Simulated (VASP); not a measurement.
Wanted: the native input for a VASP 6.6.1 run.

```yaml
Task: single point
Functional: HSE(alpha, omega)
Potentials_or_basis: VASP PAW PBE potentials, release 64 (H, Os)
Cutoff: 520 eV
k_mesh: 6 × 6 × 3
Occupations: fermi-dirac, width 0.05 eV
Spin: no spin polarisation
Share_of_exact_exchange: 0.4
Grid_for_exact_exchange_PRECFOCK: Fast
Further_INCAR_settings: ALGO = Normal; EDIFF = 1e-07
```

The system is H2Os.

```xyz
3
Lattice="2.4918 0.0000 0.0000 0.0000 2.4918 0.0000 0.0000 0.0000 4.6023" Properties=species:S:1:pos:R:3 pbc="T T T"
H     1.2459    1.2459    1.8181
H     1.2459    1.2459    2.7842
Os    1.2459    1.2459    0.0000
```

The cell was built by a generator and needn't be a form met in nature.

The input as run:

POSCAR

```
H2Os
1.0
    2.4917700000      0.0000000000      0.0000000000
    0.0000000000      2.4917700000      0.0000000000
    0.0000000000      0.0000000000      4.6022600000
H Os
2 1
Direct
    0.5000000000      0.5000000000      0.3950400000
    0.5000000000      0.5000000000      0.6049600000
    0.5000000000      0.5000000000      0.0000000000
```

INCAR.step1

```
PREC     = Accurate       # precision mode
ENCUT    = 520            # plane-wave cutoff, eV
EDIFF    = 1E-5           # SCF threshold, eV
ISMEAR   = -1             # smearing method
SIGMA    = 0.05           # smearing width, eV
LREAL    = False          # projectors in reciprocal space
LASPH    = True           # aspherical terms in the spheres
NELM     = 100            # most SCF steps
ALGO     = Normal         # electronic algorithm
ISIF     = 2              # what is computed and relaxed
LWAVE    = True           # write WAVECAR
LCHARG   = False          # write CHGCAR
GGA      = PE             # functional
```

INCAR.step2

```
PREC     = Accurate       # precision mode
ENCUT    = 520            # plane-wave cutoff, eV
EDIFF    = 1E-7           # SCF threshold, eV
ISMEAR   = -1             # smearing method
SIGMA    = 0.05           # smearing width, eV
LREAL    = False          # projectors in reciprocal space
LASPH    = True           # aspherical terms in the spheres
NELM     = 100            # most SCF steps
ALGO     = Normal         # electronic algorithm
ISIF     = 2              # what is computed and relaxed
LWAVE    = False          # write WAVECAR
LCHARG   = False          # write CHGCAR
GGA      = PE             # functional
LHFCALC  = True           # exact exchange
HFSCREEN = 0.2            # screening, 1/A
AEXX     = 0.4            # exact-exchange fraction
PRECFOCK = Fast         
ISTART   = 1
```

KPOINTS

```
Automatic mesh
0
Gamma
  6 6 3
```

Potentials or basis: VASP PAW PBE potentials, release 64 (H, Os).

The run is started by

```bash
$ cat potpaw_PBE.64/H/POTCAR potpaw_PBE.64/Os/POTCAR > POTCAR
$ cp INCAR.step1 INCAR
$ mpirun -np 1 vasp_std > vasp.out
$ cp INCAR.step2 INCAR
$ mpirun -np 1 vasp_std > vasp.out
```

Results of the run:

The pressure is -10.7 GPa and the largest force is 0.022 eV/Å. The band gap on the k mesh is none (metal or under the smearing width).

Caveat: the k mesh is coarse (spacing up to 0.46 Å⁻¹), so the values aren't converged, least of all with exact exchange; the PAW data sets were made with another functional, which shifts forces and pressure a little.

Run time: 3.1 min on 1 thread of Intel(R) Xeon(R) Platinum 8488C (Sapphire Rapids), with other jobs on the host, peak memory 0.24 GiB.
